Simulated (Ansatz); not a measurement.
Runs of Ansatz 0.2.0 on MnO. Symmetry: Fm-3m, No. 225, cubic system. Conventional cell: a = 4.448 Å, b = 4.448 Å, c = 4.448 Å, α = 90.00°, β = 90.00°, γ = 90.00°. Mn (site symmetry m-3m) has 6 O at 2.22 Å as nearest neighbours. O (site symmetry m-3m) has 6 Mn at 2.22 Å as nearest neighbours. The cell is a database's computed one.

```csv
task,level,cell,points for each segment of the path,gap on the mesh (eV),pressure (GPa),moment (μB),relaxed volume (Å³/atom)
relaxation of cell and atoms,PBEsol,relaxed,-,-,0.0,(c),10.12
relaxation of cell and atoms,RPBE,relaxed,-,-,0.0,4.92,11.56
band structure,revPBE,as given,14,none,4.2,4.81,-
band structure,BLYP,as given,14,none,(a),4.71,-
relaxation of cell and atoms,revPBE,relaxed,-,-,0.0,(b),11.42
```

Alike in all rows: potentials or basis Ansatz PAW; spin collinear, ferromagnetic start; k mesh 10 × 10 × 10; cutoff (eV) 420; smearing fermi-dirac 0.05 eV.

Problem. Estimate the missing entries.

Solution. (a) 3.8; (b) 4.89; (c) 4.45.

Caveats: a cell with one magnetic atom can't hold antiferromagnetic order, which such compounds often take; the PAW data sets come from PBE, with cores solved anew for the run's functional, which leaves a small shift of forces and pressure; the plane-wave basis is chosen anew once the cell has moved, so the energies of steps on either side of that aren't comparable (some runs); semilocal functionals often make such compounds metallic where correlation or magnetic order opens a gap, which also shifts bond lengths (some runs).

A gap of «none» marks a metal or a gap under the smearing width.
